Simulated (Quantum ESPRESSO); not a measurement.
Runs of Quantum ESPRESSO 7.5 on Mg. Symmetry: P6_3/mmc, No. 194, hexagonal system. The conventional cell has a = 3.209 Å, b = 3.209 Å, c = 5.210 Å, α = 90.00°, β = 90.00°, γ = 120.00°. Mg (site symmetry -6m2) has 12 Mg at 3.20 to 3.21 Å as nearest neighbours. 

| task | level | potentials or basis | cell | k mesh | cutoff (eV) | SCF threshold | most ionic steps | forc conv thr | etot conv thr | ion dynamics | gap on the mesh (eV) | pressure (GPa) |
| --- | --- | --- | --- | --- | --- | --- | --- | --- | --- | --- | --- | --- |
| relaxation of cell and atoms | PBE+D3(BJ) | PseudoDojo 0.4.1 SR PBE standard | relaxed to 0.3 kbar | 10 × 10 × 5 | 1143 | 4e-10 Ry | 40 | 0.0004 Ry/bohr | 1e-05 Ry | bfgs | none | 0.0 |
| band structure | r2SCAN | SG15 PBE 1.2 | as given | 8 × 8 × 4 | 952 | 1e-08 Ry | - | - | - | - | none | -0.7 |
| relaxation of cell and atoms | rev-vdW-DF2 | PseudoDojo 0.4.1 SR PBE standard | relaxed to 0.3 kbar | 10 × 10 × 5 | 1143 | 4e-10 Ry | 40 | 0.0004 Ry/bohr | 1e-05 Ry | bfgs | none | 0.0 |
| band structure | PBE | PseudoDojo 0.4.1 SR PBE standard | as given | 10 × 10 × 5 | 1143 | 4e-10 Ry | - | - | - | - | none | (a) |

Alike in all rows: no spin polarisation; smearing fermi-dirac 0.05 eV.

Problem. Fill in the values left out.

Solution. (a) -0.3.

Caveats: the potentials were made for another functional, which shifts forces and pressure (some runs); pairwise dispersion overbinds metals, which lowers pressure and volume (some runs).

A gap of «none» marks a metal or a gap under the smearing width.
